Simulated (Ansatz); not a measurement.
Crystal: LiCl.

```xyz
2
Lattice="0.0000 2.5648 2.5648 2.5648 0.0000 2.5648 2.5648 2.5648 0.0000" Properties=species:S:1:pos:R:3 pbc="T T T"
Cl    2.5648    2.5648    2.5648
Li    0.0000    0.0000    0.0000
```

Base run:

```yaml
Program: Ansatz 0.2.0
Functional: PBE
Potentials_or_basis: Ansatz PAW
Cutoff: "420 eV (not typed: the program's choice for these potentials)"
k_mesh: 9 × 9 × 9
Occupations: gaussian, width 0.029 eV
Spin: no spin polarisation
```

Its results: band gap on the k mesh 6.33 eV, direct; pressure 0.4 GPa.

Problem. The run is repeated on the same cell with these changes: functional from PBE to LDA; occupations from gaussian, width 0.029 eV to gaussian, width 0.1 eV. What comes out?

Solution. Band gap on the k mesh 5.99 eV, direct; pressure -3.2 GPa.

Caveats: odd divisions of the mesh miss points on the zone boundary, where band edges often lie, so the gap on the mesh can be too wide; the PAW data sets come from PBE, with cores solved anew for the run's functional, which leaves a small shift of forces and pressure (some runs).

A k mesh can miss the band edges.
